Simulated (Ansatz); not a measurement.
## Dielectric response of BaS (001) films

Aim: the electronic and static ε of rocksalt BaS (001) from films of three thicknesses in a field.

Main program and level: Ansatz 0.2.0; plane-wave DFT, PBE, Ansatz PAW, in the first sound run; inputs show where later runs differ.

This is a report of a sequence of runs, with most program output left out.

## Step 1: The starting structure

The cell holds 6 atoms: 3 Ba and 3 S. Cell: a = 4.518 Å, b = 4.518 Å, c = 24.390 Å, α = 90.0°, β = 90.0°, γ = 90.0°. It derives from BaS (rocksalt BaS). Vacuum lies along c.

Coordinates:

```cif
data_structure
_symmetry_space_group_name_H-M 'P 1'
_symmetry_Int_Tables_number 1
_cell_length_a 4.5184
_cell_length_b 4.5184
_cell_length_c 24.3900
_cell_angle_alpha 90.000
_cell_angle_beta 90.000
_cell_angle_gamma 90.000
_cell_volume 497.95
loop_
_atom_site_label
_atom_site_type_symbol
_atom_site_fract_x
_atom_site_fract_y
_atom_site_fract_z
_atom_site_occupancy
Ba1 Ba 0.50000 0.50000 0.36900 1
S2 S 0.00000 0.00000 0.36900 1
Ba3 Ba 0.00000 0.00000 0.50000 1
S4 S 0.50000 0.50000 0.50000 1
Ba5 Ba 0.50000 0.50000 0.63100 1
S6 S 0.00000 0.00000 0.63100 1
```

## Step 2: Relaxation, 6 atoms, units 3

The structure is relaxed first, because levels and dipoles at a surface follow the positions of the outer atoms.

The input, input.yaml:

```yaml
crystal:
  lattice:
    - [4.51841233, 0.0, 0.0]
    - [0.0, 4.51841233, 0.0]
    - [0.0, 0.0, 24.39]
  atoms:
    - { symbol: Ba, position: [0.5, 0.5, 0.36900369] }
    - { symbol: S, position: [0.0, 0.0, 0.36900369] }
    - { symbol: Ba, position: [0.0, 0.0, 0.5] }
    - { symbol: S, position: [0.5, 0.5, 0.5] }
    - { symbol: Ba, position: [0.5, 0.5, 0.63099631] }
    - { symbol: S, position: [0.0, 0.0, 0.63099631] }
kpoints:
  mp_grid: { grid: [6, 6, 1] }
hamiltonian:
  xc: pbe
scf:
  occupations: { method: fixed }
  convergence: { dr2_threshold: 1.0e-09 }
efield:
  axis: 3
  dipole_correction: true
  ramp_position: 0.97
  ramp_width: 0.06
relax:
  f_tol: 0.003
  max_steps: 100
output:
  write_potential: true
  write_density: true
  volumetric_format: npy
```

Launch:

```sh
> ansatz run input.yaml --threads 4 --pin off --max-ram 8192MiB --backend cpu --events-out ev --progress --plain --runs-dir out
```

Elapsed: 11 s, on 4 threads of Arm Neoverse V2, shared host; peak memory 0.77 GiB; 41 s of CPU time.

Relaxation path:

```
step  energy less that of the first step (eV)  largest force component (eV/Å)
   1                                   0.0000                          0.1073
   2                                  -0.0027                          0.0804
   3                                  -0.0043                          0.0047
   4                                  -0.0043                          0.0005
```

The run keeps the 8 symmetry operations that it works with, so distortions that break them were not tested.

The atoms that moved most (Å):

```
atom     dx     dy      dz  length
 Ba5  0.000  0.000  -0.038   0.038
 Ba1  0.000  0.000   0.038   0.038
  S2  0.000  0.000   0.023   0.023
  S6  0.000  0.000  -0.023   0.023
```

The relaxed structure:

```xyz
6
Lattice="4.5184 0.0000 0.0000 0.0000 4.5184 0.0000 0.0000 0.0000 24.3900" Properties=species:S:1:pos:R:3
Ba    2.2592    2.2592    9.0382
S     0.0000    0.0000    9.0229
Ba    0.0000    0.0000   12.1950
S     2.2592    2.2592   12.1950
Ba    2.2592    2.2592   15.3518
S     0.0000    0.0000   15.3671
```

This step gave:

```yaml
gap_on_the_k_mesh: 2.201 eV
dipole_along_the_normal: 1.62e-6 e·Å
ionisation_energy_upper_face: 4.220 eV
electron_affinity_upper_face: 2.019 eV
```

Running mean over 3.195 Å of the planar mean; the ramp of the sawtooth is left out. Table of electron's electrostatic potential energy less the highest filled level by z:

z (Å), electron's electrostatic potential energy less the highest filled level (eV) and a bar from the least value:
```
      3.0       4.22 ##############################
      3.5       4.22 ##############################
      4.0       4.22 ##############################
      4.5       4.22 ##############################
      5.0       4.21 ##############################
      5.5       4.19 ##############################
      6.0       4.10 #############################
      6.5       3.78 ############################
      7.0       2.65 #######################
      7.5       0.73 ##############
      8.0      -1.05 ######
      8.5      -1.89 ##
      9.0      -2.09 #
      9.5      -2.14 #
     10.0      -2.20 
     10.5      -2.25 
     11.0      -2.24 
     11.5      -2.18 
     12.0      -2.15 
     12.5      -2.15 
     13.0      -2.19 
     13.5      -2.24 
     14.0      -2.24 
     14.5      -2.18 
     15.0      -2.13 #
     15.5      -2.07 #
     16.0      -1.79 ##
     16.5      -0.72 #######
     17.0       1.18 ################
     17.5       2.99 ########################
     18.0       3.89 ############################
     18.5       4.13 ##############################
     19.0       4.19 ##############################
     19.5       4.21 ##############################
     20.0       4.22 ##############################
     20.5       4.22 ##############################
     21.0       4.22 ##############################
```

The relaxation took 4 steps and lowered the energy by 0.0043 eV; the largest force on the free atoms ends at 4.6e-4 eV/Å.

The gap is 2.20 eV, with the valence edge 4.22 eV and the conduction edge 2.02 eV under the upper vacuum level.

## Step 3: Single point on the relaxed film, 6 atoms, units 3

The film was relaxed beforehand; a single point on the relaxed positions gives its levels and potential.

input.yaml, the sections that differ from step 2:

```yaml
crystal:
  lattice:
    - [4.51841233, 0.0, 0.0]
    - [0.0, 4.51841233, 0.0]
    - [0.0, 0.0, 24.39]
  atoms:
    - { symbol: Ba, position: [0.5, 0.5, 0.3705686081] }
    - { symbol: S, position: [0.0, 0.0, 0.3699436389] }
    - { symbol: Ba, position: [0.0, 0.0, 0.4999999974] }
    - { symbol: S, position: [0.5, 0.5, 0.5000000115] }
    - { symbol: Ba, position: [0.5, 0.5, 0.6294313795] }
    - { symbol: S, position: [0.0, 0.0, 0.6300563645] }
output:
  eigenvalues: true
  write_potential: true
  write_density: true
  volumetric_format: npy
# kpoints, hamiltonian, scf, efield: as in step 2
# relax: removed
```

Elapsed: 4 s, on 4 threads; peak memory 0.76 GiB.

This step gave:

```
dipole along the normal : -2.36e-6 e·Å
```

Running mean over 3.195 Å of the planar mean; the ramp of the sawtooth is left out. Electron's electrostatic potential energy less the highest filled level against z:

```
z (Å)  electron's electrostatic potential energy less the highest filled level (eV)
  3.0                                                                          4.22
  3.5                                                                          4.22
  4.0                                                                          4.22
  4.5                                                                          4.22
  5.0                                                                          4.21
  5.5                                                                          4.19
  6.0                                                                          4.10
  6.5                                                                          3.78
  7.0                                                                          2.65
  7.5                                                                         0.732
  8.0                                                                         -1.05
  8.5                                                                         -1.89
  9.0                                                                         -2.09
  9.5                                                                         -2.14
 10.0                                                                         -2.20
 10.5                                                                         -2.25
 11.0                                                                         -2.24
 11.5                                                                         -2.18
 12.0                                                                         -2.15
 12.5                                                                         -2.15
 13.0                                                                         -2.19
 13.5                                                                         -2.24
 14.0                                                                         -2.24
 14.5                                                                         -2.18
 15.0                                                                         -2.13
 15.5                                                                         -2.07
 16.0                                                                         -1.79
 16.5                                                                        -0.721
 17.0                                                                          1.18
 17.5                                                                          2.99
 18.0                                                                          3.89
 18.5                                                                          4.13
 19.0                                                                          4.19
 19.5                                                                          4.21
 20.0                                                                          4.22
 20.5                                                                          4.22
 21.0                                                                          4.22
```

The gap is 2.20 eV, with the valence edge 4.22 eV and the conduction edge 2.02 eV under the upper vacuum level.

## Step 4: Single point, 6 atoms, units 3, field 0.1 V/Å

A sawtooth potential applies the field, turning back in the middle of the vacuum. With the dipole correction the typed value is the field outside the slab. The induced dipole is small, so the SCF threshold is tight.

Changes to input.yaml since step 3:

```diff
@@ -18,3 +18,3 @@
   occupations: { method: fixed }
-  convergence: { dr2_threshold: 1.0e-09 }
+  convergence: { dr2_threshold: 1.0e-10 }
 efield:
@@ -24,4 +24,4 @@
   ramp_width: 0.06
+  amplitude: 0.1
 output:
-  eigenvalues: true
   write_potential: true
```

Run time: 4.7 s. Hardware: 4 threads; peak memory 0.76 GiB.

This step gave:

* gap on the k-mesh: 2.160 eV
* dipole along the normal: 0.09172 e·Å

The dipole is 0.0917 e·Å, and the gap on the mesh 2.160 eV.

## Step 5: Atoms held, 6 atoms, units 3, field -0.1 V/Å

Changes to input.yaml since step 4:

```diff
@@ -24,3 +24,3 @@
   ramp_width: 0.06
-  amplitude: 0.1
+  amplitude: -0.1
 output:
```

Wall time 4.7 s (4 threads); peak memory 0.76 GiB; 18 s of CPU time.

The dipole is -0.0917 e·Å, and the gap on the mesh 2.160 eV.

## Step 6: Response with the atoms held, 6 atoms, units 3

This step: plane-wave DFT, PBE, Ansatz PAW; response to a field along the normal, atoms held (Ansatz 0.2.0).

The two fields give this film's response with the atoms held: the electronic part.

This step gave:

| Quantity | Value |
| --- | --- |
| equivalent conductor thickness p/(ε₀AE) | 8.130 Å |
| distance between the outer atoms | 6.344 Å |
| thickness | 9.585 Å |

Local field over the applied field, running mean. From the potentials at -0.1 and 0.1 V/Å; running mean over 3.195 Å, taken twice. The local field over applied field by z:

```
z (Å)  local field over applied field
  4.5                           0.976
  5.0                           0.950
  5.5                           0.904
  6.0                           0.837
  6.5                           0.749
  7.0                           0.644
  7.5                           0.533
  8.0                           0.427
  8.5                           0.337
  9.0                           0.268
  9.5                           0.221
 10.0                           0.197
 10.5                           0.189
 11.0                           0.188
 11.5                           0.190
 12.0                           0.190
 12.5                           0.190
 13.0                           0.189
 13.5                           0.188
 14.0                           0.190
 14.5                           0.201
 15.0                           0.230
 15.5                           0.281
 16.0                           0.355
 16.5                           0.449
 17.0                           0.557
 17.5                           0.668
 18.0                           0.770
 18.5                           0.854
 19.0                           0.916
 19.5                           0.957
 20.0                           0.980
```

Electrons, planar mean, per unit field. Table of induced electron density by z:

z (Å), induced electron density (e/Å³ per V/Å) and a bar from the least value:
```
      4.5    0.00003 ###############
      5.0    0.00008 ################
      5.5    0.00018 ################
      6.0    0.00041 #################
      6.5    0.00087 ###################
      7.0    0.00171 #######################
      7.5    0.00288 ############################
      8.0    0.00326 ##############################
      8.5    0.00088 ###################
      9.0    0.00047 #################
      9.5   -0.00086 ###########
     10.0   -0.00243 ####
     10.5   -0.00067 ############
     11.0    0.00163 #######################
     11.5    0.00192 ########################
     12.0    0.00005 ###############
     12.5   -0.00024 ##############
     13.0   -0.00226 #####
     13.5   -0.00116 ##########
     14.0    0.00116 #####################
     14.5    0.00249 ###########################
     15.0    0.00026 ################
     15.5   -0.00035 ##############
     16.0   -0.00145 #########
     16.5   -0.00337 
     17.0   -0.00262 ###
     17.5   -0.00148 #########
     18.0   -0.00074 ############
     18.5   -0.00035 ##############
     19.0   -0.00015 ###############
     19.5   -0.00006 ###############
     20.0   -0.00003 ###############
```

By hand: between -0.1 and 0.1 V/Å the dipole changes by 0.1835 e·Å, a slope of 0.9173 e·Å²/V. A perfect conductor of thickness t has p = ε₀AEt, so t = 180.95 × 0.9173 / 20.416 = 8.13 Å (e/ε₀ = 180.95 V·Å, A in Å²).

The induced dipole is that of a conductor 8.13 Å thick.

## Step 7: Relaxing in the field, 6 atoms, field 0.05 V/Å

This step: plane-wave DFT, PBE, Ansatz PAW (Ansatz 0.2.0).

Now the atoms may follow the field. A weak field makes forces of meV/Å to tens of meV/Å, so the force tolerance is set well below the usual one.

Changes to input.yaml since step 5:

```diff
@@ -24,3 +24,6 @@
   ramp_width: 0.06
-  amplitude: -0.1
+  amplitude: 0.05
+relax:
+  f_tol: 0.0006
+  max_steps: 70
 output:
```

The job ended after 13 s (4 threads; peak memory 0.75 GiB; 50 s of CPU time).

No atom moved by 0.005 Å in the relaxation.

This step gave:

| Property | Result |
| --- | --- |
| gap on the k-mesh | 2.201 eV |
| dipole along the normal | 0.05599 e·Å |

The relaxation took 5 steps and lowered the energy by 2.5e-4 eV; the largest force on the free atoms ends at 7.1e-5 eV/Å.

The dipole is 0.0560 e·Å, and the gap on the mesh 2.201 eV.

## Step 8: Relaxing in the field, 6 atoms, field -0.05 V/Å

The opposite sign, again from the field-free geometry; the difference of the two cancels what relaxes without a field.

Changes to input.yaml since step 7:

```diff
@@ -24,3 +24,3 @@
   ramp_width: 0.06
-  amplitude: 0.05
+  amplitude: -0.05
 relax:
```

The job ended after 13 s (4 threads; peak memory 0.75 GiB).

No atom moved by 0.005 Å in the relaxation.

The relaxation took 5 steps and lowered the energy by 2.5e-4 eV; the largest force on the free atoms ends at 7.1e-5 eV/Å.

The dipole is -0.0560 e·Å, and the gap on the mesh 2.201 eV.

## Step 9: Response with the atoms relaxed, 6 atoms, units 3

This step: plane-wave DFT, PBE, Ansatz PAW; response to a field along the normal, atoms relaxed (Ansatz 0.2.0).

The two relaxed runs give the static response.

Numbers from this step:

| Property | Result |
| --- | --- |
| equivalent conductor thickness p/(ε₀AE) | 9.924 Å |

Local field over the applied field, running mean. From the potentials at -0.05 and 0.05 V/Å; running mean over 3.195 Å, taken twice. The local field over applied field by z:

```
z (Å)  local field over applied field
    5                           0.955
    6                           0.812
    7                           0.554
    8                           0.247
    9                          0.0548
   10                         -0.0101
   11                          0.0654
   12                          0.0885
   13                          0.0914
   14                          0.0168
   15                          0.0128
   16                           0.152
   17                           0.432
   18                           0.728
   19                           0.911
   20                           0.981
```

The induced dipole is that of a conductor 9.92 Å thick.

## Step 10: Relaxation, 10 atoms, units 5

This step: plane-wave DFT, PBE, Ansatz PAW (Ansatz 0.2.0).

System of this step: BaS (001), 5 units. The cell holds 10 atoms: 5 Ba and 5 S. Cell: a = 4.518 Å, b = 4.518 Å, c = 30.780 Å, α = 90.0°, β = 90.0°, γ = 90.0°. It derives from BaS (rocksalt BaS). Vacuum lies along c.

The next thickness, treated alike, so that differences show the interior and the faces cancel.

The input, input.yaml:

```yaml
crystal:
  lattice:
    - [4.51841233, 0.0, 0.0]
    - [0.0, 4.51841233, 0.0]
    - [0.0, 0.0, 30.78]
  atoms:
    - { symbol: Ba, position: [0.5, 0.5, 0.2923976608] }
    - { symbol: S, position: [0.0, 0.0, 0.2923976608] }
    - { symbol: Ba, position: [0.0, 0.0, 0.3961988304] }
    - { symbol: S, position: [0.5, 0.5, 0.3961988304] }
    - { symbol: Ba, position: [0.5, 0.5, 0.5] }
    - { symbol: S, position: [0.0, 0.0, 0.5] }
    - { symbol: Ba, position: [0.0, 0.0, 0.6038011696] }
    - { symbol: S, position: [0.5, 0.5, 0.6038011696] }
    - { symbol: Ba, position: [0.5, 0.5, 0.7076023392] }
    - { symbol: S, position: [0.0, 0.0, 0.7076023392] }
kpoints:
  mp_grid: { grid: [6, 6, 1] }
hamiltonian:
  xc: pbe
scf:
  occupations: { method: fixed }
  convergence: { dr2_threshold: 1.0e-09 }
efield:
  axis: 3
  dipole_correction: true
  ramp_position: 0.97
  ramp_width: 0.06
relax:
  f_tol: 0.003
  max_steps: 100
output:
  write_potential: true
  write_density: true
  volumetric_format: npy
```

Wall time 25 s (4 threads); peak memory 1.1 GiB.

The steps of the relaxation:

```
step  energy less that of the first step (eV)  largest force component (eV/Å)
   1                                   0.0000                          0.1388
   2                                  -0.0088                          0.0630
   3                                  -0.0103                          0.0077
   4                                  -0.0104                          0.0012
```

Forces are held to the 8 operations that the run works with; a distortion that breaks them can't arise in this run.

The atoms that moved most (Å):

```
atom     dx     dy      dz  length
  S4  0.000  0.000  -0.042   0.042
  S8  0.000  0.000   0.042   0.042
 Ba7  0.000  0.000   0.034   0.034
 Ba3  0.000  0.000  -0.034   0.034
 Ba1  0.000  0.000   0.010   0.010
 Ba9  0.000  0.000  -0.010   0.010
```

The relaxation took 4 steps and lowered the energy by 0.010 eV; the largest force on the free atoms ends at 0.0012 eV/Å.

The gap is 2.12 eV, with the valence edge 4.23 eV and the conduction edge 2.10 eV under the upper vacuum level.

## Step 11: The relaxed film, single point, 10 atoms, units 5

input.yaml, the sections that differ from step 10:

```yaml
crystal:
  lattice:
    - [4.51841233, 0.0, 0.0]
    - [0.0, 4.51841233, 0.0]
    - [0.0, 0.0, 30.78]
  atoms:
    - { symbol: Ba, position: [0.5, 0.5, 0.2927120122] }
    - { symbol: S, position: [0.0, 0.0, 0.2924917375] }
    - { symbol: Ba, position: [0.0, 0.0, 0.3951032531] }
    - { symbol: S, position: [0.5, 0.5, 0.3948278365] }
    - { symbol: Ba, position: [0.5, 0.5, 0.5000000022] }
    - { symbol: S, position: [0.0, 0.0, 0.4999999988] }
    - { symbol: Ba, position: [0.0, 0.0, 0.604896751] }
    - { symbol: S, position: [0.5, 0.5, 0.6051721601] }
    - { symbol: Ba, position: [0.5, 0.5, 0.7072879888] }
    - { symbol: S, position: [0.0, 0.0, 0.7075082598] }
output:
  eigenvalues: true
  write_potential: true
  write_density: true
  volumetric_format: npy
  elf: true
# kpoints, hamiltonian, scf, efield: as in step 10
# relax: removed
```

The job ended after 9.7 s (4 threads; peak memory 1.1 GiB).

The gap is 2.12 eV, with the valence edge 4.22 eV and the conduction edge 2.10 eV under the upper vacuum level.

[end of part 1 of 3]

[Logs are printed without paths, hosts, clocks, repeated set-up lines and the standing remarks that a program may print on its own settings, such as how far it seeks lower states.]

[Hosts, paths, dates, database ids (printed as entryN), source tags and the programs' standing remarks are cut or masked in the printed files.]

[Maps of the electrostatic potential energy from Ansatz leave out the sawtooth potential of an applied field or a dipole correction, so their vacuum need not be flat; planar profiles and work functions include it.]
